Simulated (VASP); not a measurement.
AlN:

```
Al N
1.0
     3.12151    0.00000    0.00000
    -1.56075    2.70330    0.00000
     0.00000    0.00000    5.03974
Al N
2 2
Direct
  0.66667 0.33333 0.50048
  0.33333 0.66667 0.00048
  0.66667 0.33333 0.87952
  0.33333 0.66667 0.37952
```

The cell is a database's computed one.

* Program: VASP 6.6.1
* Task: relaxation of cell and atoms
* Functional: r2SCAN
* Potentials or basis: VASP PAW PBE potentials, release 64 (Al, N)
* Cutoff: 600 eV
* k mesh: 9 × 9 × 5
* Occupations: gaussian, width 0.02 eV
* Spin: no spin polarisation

At the start: pressure -4.6 GPa; volume 10.63 Å³/atom.

Question: How do energy, volume and symmetry change on relaxing?

Answer: Over 6 steps the energy falls by 4.0 meV/atom and the volume is 10.39 Å³/atom (-2.3 %); space group P6_3mc (No. 186, to 0.05 Å).

The path:
```
step  energy change (eV)  largest force (eV/Å)  pressure (GPa)  volume (Å³)
   1              0.0000                0.0777           -4.60        42.53
   2             -0.0023                0.0383            4.77        40.68
   3             -0.0149                0.0575            0.08        41.55
   4             -0.0149                0.0571            0.17        41.53
   5             -0.0158                0.0263            0.09        41.54
   6             -0.0160                0.0050            0.03        41.54
```

Final structure:
```xyz
4
Lattice="3.1052 0.0000 0.0000 -1.5526 2.6892 0.0000 0.0000 0.0000 4.9751" Properties=species:S:1:pos:R:3 pbc="T T T"
Al    1.5526    0.8964    2.4836
Al    0.0000    1.7928    4.9711
N     1.5526    0.8964    4.3821
N     0.0000    1.7928    1.8945
```

Caveat: the PAW data sets were made with another functional, which shifts forces and pressure a little.
